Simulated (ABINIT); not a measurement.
The system is ZnS.

```
CELL_PARAMETERS angstrom
0.00000 2.70200 2.70200
2.70200 0.00000 2.70200
2.70200 2.70200 0.00000
ATOMIC_POSITIONS crystal
Zn 0.75000 0.75000 0.75000
S 0.00000 0.00000 0.00000
```

Program: ABINIT 10.8.3 (patched build). Alike in all runs: task band structure; potentials or basis JTH PAW PBE v2.0; no spin polarisation; cell as given; k mesh 9 × 9 × 9; cutoff (eV) 707; smearing fermi-dirac 0.05 eV.

Problem. Order these runs on this cell by their band gap on the k mesh, lowest first.
A. level SCAN
B. level RPBE
C. level LDA
D. level TB-mBJ
E. level BLYP

Solution. C (1.85 eV), E (2.09 eV), B (2.26 eV), A (2.58 eV), D (3.58 eV).

Caveats: the constant c of TB-mBJ comes from the pseudo density here, which moves gaps by up to 0.3 eV between sets of potentials (some runs).

Runs at the PBE level aren't shown here.
